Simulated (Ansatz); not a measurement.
**TiO2: the volume at rest**

TiO2 in the rutile structure, starting from this typed cell of 10.70 Å³ an atom.

```
CELL_PARAMETERS angstrom
4.65000 0.00000 0.00000
0.00000 4.65000 0.00000
0.00000 0.00000 2.97000
ATOMIC_POSITIONS crystal
Ti 0.00000 0.00000 0.00000
Ti 0.50000 0.50000 0.50000
O 0.30500 0.30500 0.00000
O 0.69500 0.69500 0.00000
O 0.80500 0.19500 0.50000
O 0.19500 0.80500 0.50000
```

DFT in Ansatz; k mesh 4×4×6; fixed occupations; no spin. Cell and atoms are relaxed to zero stress with the symmetry kept and no dispersion correction.

Caveats: coarse k mesh.

**Question.** What volume results under PBE, LDA, PBEsol, and how much do the potentials matter?

**Answer.** 
| functional | potentials | cutoff (eV) | volume (Å³/atom) | change (%) |
| --- | --- | --- | --- | --- |
| PBE | all-electron PAW datasets (no frozen core) | 540 | 10.65 | -0.5 |
| PBE | Ansatz generated PAW | 420 | 10.65 | -0.5 |
| PBE | Ansatz hand-made PAW | 930 | 10.65 | -0.5 |
| PBE | JTH PAW | 1380 | 10.66 | -0.4 |
| PBE | PseudoDojo norm-conserving | 1143 | 10.63 | -0.7 |
| PBE | Ansatz norm-conserving | 1240 | 10.64 | -0.5 |
| LDA | Ansatz hand-made PAW | 930 | 10.07 | -6.0 |
| LDA | PseudoDojo norm-conserving | 1143 | 10.04 | -6.2 |
| PBEsol | Ansatz hand-made PAW | 930 | 10.33 | -3.5 |
| PBEsol | PseudoDojo norm-conserving | 1143 | 10.30 | -3.7 |

From smallest to largest: LDA, PBEsol, PBE.
